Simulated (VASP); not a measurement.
# InP (F-43m) in VASP: single point with LDA

Aim: the single point of InP with LDA.

All numbers are computed with VASP 6.6.1; they aren't measurements. Logs are shortened: lines on timing, memory, paths and dates and some standing lists are left out, and cuts for length are marked.

**What was measured.**

From a printed reference work, data compilation, for a bulk crystal of InP at 1.6 K: band gap 1.4236 eV (direct).

The runs below are set against these values where they give the same quantity.

### Step 1. The cell of the first run

Symmetry: F-43m, No. 216, cubic system. The conventional cell has a = 5.861 Å, b = 5.861 Å, c = 5.861 Å, α = 90.00°, β = 90.00°, γ = 90.00°. In (site symmetry -43m) has 4 P at 2.54 Å within 3.3 Å. Within 3.3 Å of P (site symmetry -43m) lie 4 In at 2.54 Å.

### Step 2. Single point, LDA

Contents of INCAR:

```
SYSTEM = InP
  PREC = Accurate
  ENCUT = 500
  EDIFF = 1E-6
  ISMEAR = 0
  SIGMA = 0.1
  LREAL = .FALSE.
  LASPH = .TRUE.
  NELM = 120
  ALGO = Normal
  ISIF = 2
  LWAVE = .FALSE.
  LCHARG = .FALSE.
  NBANDS = 16
  GGA_COMPAT = .FALSE.
```

Contents of KPOINTS:

```
regular mesh
0
G
  6 6 6
  0 0 0
```

Contents of POSCAR:

```
InP
1.0
    0.0000000000      2.9305000000      2.9305000000
    2.9305000000      0.0000000000      2.9305000000
    2.9305000000      2.9305000000      0.0000000000
In P
1 1
Direct
    0.0000000000      0.0000000000      0.0000000000
    0.7500000000      0.7500000000      0.7500000000
```

Potentials or basis: VASP PAW LDA potentials, release 64 (In_d, P).

On the command line:

```
$ cat potpaw_LDA.64/In_d/POTCAR potpaw_LDA.64/P/POTCAR > POTCAR
$ mpirun -np 1 vasp_std > vasp.out
```

OUTCAR:

```text
SYSTEM = InP
   PREC = Accurate
   ENCUT = 500
   EDIFF = 1E-6
   ISMEAR = 0
   LREAL = .FALSE.
   LASPH = .TRUE.
   NELM = 120
   ISIF = 2

 ion  position               nearest neighbor table
   1  0.000  0.000  0.000-   2 2.54   2 2.54   2 2.54   2 2.54
   2  0.750  0.750  0.750-   1 2.54   1 2.54   1 2.54   1 2.54

  LATTYP: Found a face centered cubic cell.
 ALAT       =     5.8610000000

  Lattice vectors:

 A1 = (   0.0000000000,   2.9305000000,   2.9305000000)
 A2 = (   2.9305000000,   0.0000000000,   2.9305000000)
 A3 = (   2.9305000000,   2.9305000000,   0.0000000000)

Analysis of symmetry for initial positions (statically):
=====================================================================
 Subroutine PRICEL returns:
 Original cell was already a primitive cell.

 Routine SETGRP: Setting up the symmetry group for a
 face centered cubic supercell.

 Subroutine GETGRP returns: Found 24 space group operations
 (whereof 24 operations were pure point group operations)
 out of a pool of 48 trial point group operations.

The static configuration has the point symmetry T_d .

Analysis of symmetry for dynamics (positions and initial velocities):
=====================================================================
 Subroutine PRICEL returns:
 Original cell was already a primitive cell.

 Routine SETGRP: Setting up the symmetry group for a
 face centered cubic supercell.

 Subroutine GETGRP returns: Found 24 space group operations
 (whereof 24 operations were pure point group operations)
 out of a pool of 48 trial point group operations.

The dynamic configuration has the point symmetry T_d .

 Subroutine INISYM returns: Found 24 space group operations
 (whereof 24 operations are pure point group operations),
 and found     1 'primitive' translations

----------------------------------------------------------------------------------------

                                     Primitive cell

  volume of cell :      50.3333

  direct lattice vectors                    reciprocal lattice vectors
     0.000000000  2.930500000  2.930500000    -0.170619348  0.170619348  0.170619348
     2.930500000  0.000000000  2.930500000     0.170619348 -0.170619348  0.170619348
     2.930500000  2.930500000  0.000000000     0.170619348  0.170619348 -0.170619348

  length of vectors
     4.144352845  4.144352845  4.144352845     0.295521380  0.295521380  0.295521380

  position of ions in fractional coordinates (direct lattice)
     0.000000000  0.000000000  0.000000000
[... 68 lines left out ...]
   NELM   =    120;   NELMIN=  2; NELMDL= -5     # of ELM steps
   EDIFF  = 0.1E-05   stopping-criterion for ELM
   LREAL  =      F    real-space projection
   EDIFFG = 0.1E-04   stopping-criterion for IOM
   NSW    =      0    number of steps for IOM
   IBRION =     -1    ionic relax: 0-MD 1-quasi-New 2-CG
   NFREE  =      0    steps in history (QN), initial steepest desc. (CG)
   ISIF   =      2    stress and relaxation
   ISYM   =      2    0-nonsym 1-usesym 2-fastsym
   POTIM  = 0.5000    time-step for ionic-motion
   TEBEG  =    0.0;   TEEND  =   0.0 temperature during run
   PSTRESS=    0.0 pullay stress
   NELECT =      18.0000    total number of electrons
   NUPDOWN=      -1.0000    fix difference up-down
   EMIN   =  10.00;   EMAX   =-10.00  energy-range for DOS
   EFERMI =   0.00;   METHOD = LEGACY
   ISMEAR =     0;   SIGMA  =   0.10  broadening in eV -4-tet -1-fermi 0-gaus
   EFERMI_NEDOS =   21; number of points for ismear=-14 and -15
   IALGO  =     38    algorithm
   IMIX   =      4    mixing-type and parameters
     AMIX     =   0.40;   BMIX     =  1.00
     AMIX_MAG =   1.60;   BMIX_MAG =  1.00
  volume/ion in A,a.u.               =      25.17       169.83
  Fermi-wavevector in a.u.,A,eV,Ry     =   1.162021  2.195901 18.371846  1.350293
  Thomas-Fermi vector in A             =   2.298587
   LORBIT       =      0    0 simple, 1 ext, 2 COOP (PROOUT), +10 PAW based schemes
   GGA     = CA    functional components
   LHFCALC =     F    Hartree Fock is set to
   AEXX    =    0.0000 exact exchange contribution
   IVDW    =     0    specifies the selected vdW correction
   LEPSILON=     F    determine dielectric tensor
   LRPA    =     F    only Hartree local field effects (RPA)
 non-spin polarized calculation
 Gauss-broadening in eV      SIGMA  =   0.10
  energy-cutoff  :      500.00
  volume of cell :       50.33
 maximum number of plane-waves:      1303
   NGX = 15   NGY = 15   NGZ = 15

 number of electron      18.0000009 magnetization

 Free energy of the ion-electron system (eV)
  ---------------------------------------------------
  ext. energy  EPLUGINS =         0.00000000
  ---------------------------------------------------
  free energy    TOTEN  =        -9.65678648 eV

  energy without entropy =       -9.65678503  energy(sigma->0) =       -9.65678576

 E-fermi :   5.2797     XC(G=0):  -9.6092

 val. band max:        5.0160222414   @ k =   0.0000   0.0000   0.0000
 cond. band min:       5.5232072957   @ k =   0.0000   0.0000   0.0000
 fundamental gap:      0.5071850543
 Fermi energy:         5.2797484843

 k-point     1 :       0.0000    0.0000    0.0000
  band No.  band energies     occupation
      1      -9.1791      2.00000
      2      -9.1791      2.00000
      3      -9.1791      2.00000
      4      -9.0245      2.00000
      5      -9.0245      2.00000
      6      -6.5305      2.00000
[... 281 lines left out ...]
      3      -9.0813      2.00000
      4      -9.0541      2.00000
      5      -9.0024      2.00000
      6      -4.0437      2.00000
[... 8 lines left out ...]
     15      16.2296      0.00000
     16      16.8946      0.00000

------------------------ aborting loop because EDIFF is reached ----------------------------------------

  FORCE on cell =-STRESS in cart. coord.  units (eV):
  Direction    XX          YY          ZZ          XY          YZ          ZX
  --------------------------------------------------------------------------------------
  -------------------------------------------------------------------------------------
  Total       -0.3757966     -0.3757966     -0.3757966      0.0000000     -0.0000000      0.0000000
  in kB      -11.9621232    -11.9621232    -11.9621232      0.0000000     -0.0000000      0.0000000
  external PRESSURE =     -11.9621232 kB  Pullay stress =       0.0000000 kB

 VOLUME and BASIS-vectors are now :
 -----------------------------------------------------------------------------
  energy-cutoff  :      500.00
  volume of cell :       50.33
      direct lattice vectors                 reciprocal lattice vectors
     0.000000000  2.930500000  2.930500000    -0.170619348  0.170619348  0.170619348
     2.930500000  0.000000000  2.930500000     0.170619348 -0.170619348  0.170619348
     2.930500000  2.930500000  0.000000000     0.170619348  0.170619348 -0.170619348

 POSITION                                       TOTAL-FORCE (eV/Angst)
 -----------------------------------------------------------------------------------
      0.00000      0.00000      0.00000        -0.000000     -0.000000     -0.000000
      4.39575      4.39575      4.39575         0.000000      0.000000      0.000000
 -----------------------------------------------------------------------------------
    total drift:                               -0.000000     -0.000000      0.000000

  FREE ENERGIE OF THE ION-ELECTRON SYSTEM (eV)
  ---------------------------------------------------
  free  energy   TOTEN  =        -9.6567864785 eV

  energy  without entropy=       -9.6567850349  energy(sigma->0) =       -9.65678576
```

stdout:

```text
POSCAR found type information on POSCAR InP
 POSCAR found :  2 types and       2 ions
 scaLAPACK will be used
 LDA part: xc-table for (Slater(with rela. corr.)+CA(PZ))
 , standard interpolation
 POSCAR, INCAR and KPOINTS ok, starting setup
 FFT: planning ... GRIDC
 FFT: planning ... GRID_SOFT
 FFT: planning ... GRID
 WAVECAR not read
 entering main loop
```

Run time: 21 s. Hardware: 1 thread of AMD EPYC 7R43 (Zen 3), shared host; peak memory 0.1 GiB.

What came out:

```yaml
Free_energy: -9.6568 eV
Pressure: -1.2 GPa
Band_gap_on_the_k_mesh: 0.51 eV, direct
```

Caveat: spin-orbit coupling is left out, which moves the levels of the heavy elements.

### Step 3. Against experiment

Step 2. A measured gap of InP is 1.4236 eV (direct; 1.6 K; a printed reference work, data compilation); the calculated 0.51 eV misses it by -0.92 eV. Spin-orbit coupling on In is left out. The value is that of LDA, without temperature or zero-point motion. Semilocal functionals fall short of measured gaps as a rule.
